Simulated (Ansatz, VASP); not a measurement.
# CsBS2 (CuAu-ordered zincblende type (invented)) in two plane-wave programs, part 2 of 2

Aim: how closely do two programs agree when they are given the same cell, functional and k mesh? The cell is generated by rule, not measured, and may not be a known phase. Of the first pair: The two relaxations start from unlike cells of this crystal (the structure described is Ansatz's start), so only their ends are compared.

VASP 6.6.1 and Ansatz 0.2.0.

So far: Set-up; VASP: relaxation of cell and atoms, PBE, pair 1; Ansatz: relaxation of cell and atoms, PBE, pair 1; Differences.

**5. Ansatz: relaxation of cell and atoms, PBE, pair 2**

Level of this step: Ansatz beside VASP: Kohn-Sham DFT, plane waves, PBE (Ansatz).

The relaxed volume is the usual yardstick between codes: in a stiff, nearly cubic crystal its relative difference is about their pressure difference at one cell divided by the bulk modulus. Its start cell is another than that of the pair before, and may be another structure of the material.

The cell is taken from a series of runs on this material, whose earlier steps may have relaxed, scaled, displaced or heated it; both programs get it as it stands.

input.yaml

```yaml
crystal:
  lattice:
    - [3.3640595957, 0.0, 0.0]
    - [0.0, 3.3640595957, 0.0]
    - [0.0, 0.0, 7.911644023]
  atoms:
    - { symbol: Cs, position: [0.0, 0.0, 0.0] }
    - { symbol: B, position: [0.5, 0.5, 0.5] }
    - { symbol: S, position: [0.0, 0.5, 0.3600522345] }
    - { symbol: S, position: [0.5, 0.0, 0.6399477655] }
kpoints:
  mp_grid: { grid: [12, 12, 6] }
hamiltonian:
  xc: pbe
scf:
  occupations: { method: gaussian, width: 0.1 }
output:
  forces: true
  stress: true
  eigenvalues: true
  write_density: true
  write_potential: true
  elf: true
  volumetric_format: npy
relax:
  adjacent_minimum: "off"
  f_tol: 0.005
  max_steps: 80
  cell: { stress_tol: 0.05 }
```

Run with:

```sh
> ansatz run input.yaml --threads 2 --pin off --max-ram 5120MiB --backend cpu --events-out ev --progress --plain --runs-dir out
```

Numbers of over 12 decimals in the logs are rounded to 6 here.

The log of the run:

```text
[...]
Crystal: 4 atoms, lattice volume = 89.535 Å³
Basis set: ecut = 420 eV, 1771 PW (Γ), exchange–correlation on 48×48×108 points (8 copies of the dense FFT grid, shifted against one another)
Bands: 16, of which v1, the nominal top of the filled ones, is band 12 counted from 1 (11 counted from 0)
Symmetry: 8 space group operations
[...]
--- Relaxed structure (4 steps of the walk, 4 accepted, 1 SCFs on fresh bases) ---
[...]
cell:  # Å, volume = 89.4638 Å³
    - [3.354062, 0, -1.3150343580017746e-18]
    - [0, 3.354062, 0]
    - [-3.092716826962004e-18, 0, 7.952532]
  atoms:
    - { symbol: Cs, position: [0, 0, 0] }
    - { symbol: B, position: [0.5, 0.5, 0.5] }
    - { symbol: S, position: [0, 0.5, 0.359739] }
    - { symbol: S, position: [0.5, 0, 0.640261] }
[key lines of the parts left out:]
SCF converged after 8 iterations
Free energy (F): -7631.972713 eV
Fermi energy:    7.415024 eV
P = ⅓ Tr σ = -0.0156 GPa (-0.156 kbar)
```

**6. VASP: relaxation of cell and atoms, PBE, pair 2**

The same cell, functional, mesh and smearing now go to VASP, with its own data sets.

INCAR

```
SYSTEM = CsBS2
PREC = Accurate
ENCUT = 500
EDIFF = 1E-07
NELM = 120
ISMEAR = 0
SIGMA = 0.1
LREAL = .FALSE.
ALGO = Normal
GGA = PE
NBANDS = 18
LORBIT = 11
LWAVE = .FALSE.
LCHARG = .FALSE.
ISIF = 3
IBRION = 2
NSW = 80
EDIFFG = -0.005
LASPH = .TRUE.
GGA_COMPAT = .FALSE.
NELMIN = 4
```

POSCAR

```
CsBS2
1.0
    3.3640600000      0.0000000000      0.0000000000
    0.0000000000      3.3640600000      0.0000000000
    0.0000000000      0.0000000000      7.9116440000
Cs B S
1 1 2
Direct
    0.0000000000      0.0000000000      0.0000000000
    0.5000000000      0.5000000000      0.5000000000
    0.0000000000      0.5000000000      0.3600522218
    0.5000000000      0.0000000000      0.6399477782
```

KPOINTS

```
Automatic mesh
0
Gamma
12 12 6
0 0 0
```

The projector-augmented-wave data sets are Cs_sv, B and S (PBE family, release 64).

Run with:

```sh
> mpirun -np 1 vasp_std
```

The log of the run:

```text
[... set-up lines as in an earlier step ...]
 entering main loop
       N       E                     dE             d eps       ncg     rms          rms(c)
DAV:   1     0.120155682149E+03    0.12016E+03   -0.10611E+04  4032   0.113E+03
DAV:   2    -0.874730051351E+01   -0.12890E+03   -0.12560E+03  5330   0.191E+02
DAV:   3    -0.175027695941E+02   -0.87555E+01   -0.87213E+01  5298   0.552E+01
DAV:   4    -0.175944508853E+02   -0.91681E-01   -0.91609E-01  5618   0.637E+00
[...]
DAV:  14    -0.169385654697E+02   -0.64106E-05   -0.97603E-06  4370   0.182E-02    0.373E-03
DAV:  15    -0.169385655909E+02   -0.12122E-06   -0.38274E-07  5670   0.374E-03    0.257E-03
DAV:  16    -0.169385655605E+02    0.30421E-07   -0.71719E-08  3444   0.146E-03
   1 F= -.16938566E+02 E0= -.16934587E+02  d E =-.169386E+02
[...]
2 F= -.16939996E+02 E0= -.16936099E+02  d E =-.142994E-02
[...]
3 F= -.16940035E+02 E0= -.16936137E+02  d E =-.146930E-02
[...]
4 F= -.16940236E+02 E0= -.16936275E+02  d E =-.201480E-03
[...]
5 F= -.16940238E+02 E0= -.16936284E+02  d E =-.203556E-03
[...]
6 F= -.16940246E+02 E0= -.16936284E+02  d E =-.750819E-05
 trial-energy change:   -0.000008  1 .order   -0.000008   -0.000011   -0.000004
 step:   1.5778(harm=  1.5778)  dis= 0.00067  next Energy=   -16.940247 (dE=-0.865E-05)
 reached required accuracy - stopping structural energy minimisation
```

Parts of OUTCAR (step 6):

```text
  Total        0.0042457      0.0042457      0.0047229      0.0000000      0.0000000     -0.0000000
  in kB        0.0759920      0.0759920      0.0845331      0.0000000      0.0000000     -0.0000000
  external PRESSURE =       0.0788390 kB  Pullay stress =       0.0000000 kB

 POSITION                                       TOTAL-FORCE (eV/Angst)
 -----------------------------------------------------------------------------------
     -0.00000      0.00000      7.96145        -0.000000      0.000000      0.000000
      1.67657      1.67657      3.98073        -0.000000     -0.000000      0.000000
     -0.00000      1.67657      2.86682        -0.000000     -0.000000      0.002684
      1.67657      0.00000      5.09464         0.000000      0.000000     -0.002684
 -----------------------------------------------------------------------------------
    total drift:                                0.000000     -0.000000      0.000000

  FREE ENERGIE OF THE ION-ELECTRON SYSTEM (eV)
  ---------------------------------------------------
  free  energy   TOTEN  =       -16.9402459200 eV

  energy  without entropy=      -16.9323224864  energy(sigma->0) =      -16.93628420

[... 1 part as in an earlier step ...]

[... 3 further parts left out ...]
[key lines of the parts left out:]
E-fermi :   4.3366
```

**7. Side by side**

Both answers:

```
                                         quantity  Ansatz   VASP  difference
                                      volume (Å³)   89.46  89.52     -0.06 %
edge a after relaxation, in the typed setting (Å)   3.354  3.353     +0.03 %
edge c after relaxation, in the typed setting (Å)   7.952  7.962     -0.11 %
```

**8. Results**

```yaml
difference_in_volume_relaxation_of_cell_and_atoms_pbe_pair_1: -0.46 %
difference_in_edge_c_after_relaxation_in_the_typed_setting_relaxation_of_cell_and_atoms_pbe_pair_2: -0.11 %
```

The difference in volume is -0.46 % (relaxation of cell and atoms, PBE, pair 1), within the 1.2 % picked in this series as the mark of a large difference, as far as the stopping tolerances let one tell. How closely two codes agree says nothing of how well the functional describes the real material.

[Lines on the potential files, build, host, timing and source positions are cut from VASP's logs without a mark.]

[Logs are printed without paths, hosts, clocks, repeated set-up lines and the standing remarks that a program may print on its own settings, such as how far it seeks lower states.]

[Hosts, paths, dates, database ids (printed as entryN), source tags and the programs' standing remarks are cut or masked in the printed files.]
